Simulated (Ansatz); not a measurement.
The system is SnTe.

```
CELL_PARAMETERS angstrom
0.00000 3.15085 3.15085
3.15085 0.00000 3.15085
3.15085 3.15085 0.00000
ATOMIC_POSITIONS crystal
Te 0.50000 0.50000 0.50000
Sn 0.00000 0.00000 0.00000
```

```yaml
Program: Ansatz 0.2.0
Task: relaxation of cell and atoms
Functional: revPBE
Potentials_or_basis: all-electron LAPW, scalar-relativistic
Basis_error_allowed: 0.001 eV/atom
k_mesh: 7 × 7 × 7
Occupations: fermi-dirac, width 0.05 eV
Spin: no spin polarisation
```

At the start: volume 31.28 Å³/atom.

Task: Where does the relaxation end?

Result: Over 5 steps the energy falls by 23.1 meV/atom and the volume is 33.70 Å³/atom (+7.7 %); space group Fm-3m (No. 225, to 0.05 Å).

The path:
```tsv
step	energy change (eV)	largest force (eV/Å)	volume (Å³)
1	0.0000	0.0000	62.56
2	-0.0434	0.0000	68.70
3	-0.0461	0.0000	67.56
4	-0.0461	0.0000	67.41
5	-0.0461	0.0000	67.41
```

Final structure:
```
CELL_PARAMETERS angstrom
0.00000 3.23014 3.23014
3.23014 0.00000 3.23014
3.23014 3.23014 0.00000
ATOMIC_POSITIONS crystal
Te 0.50000 0.50000 0.50000
Sn 0.00000 0.00000 0.00000
```
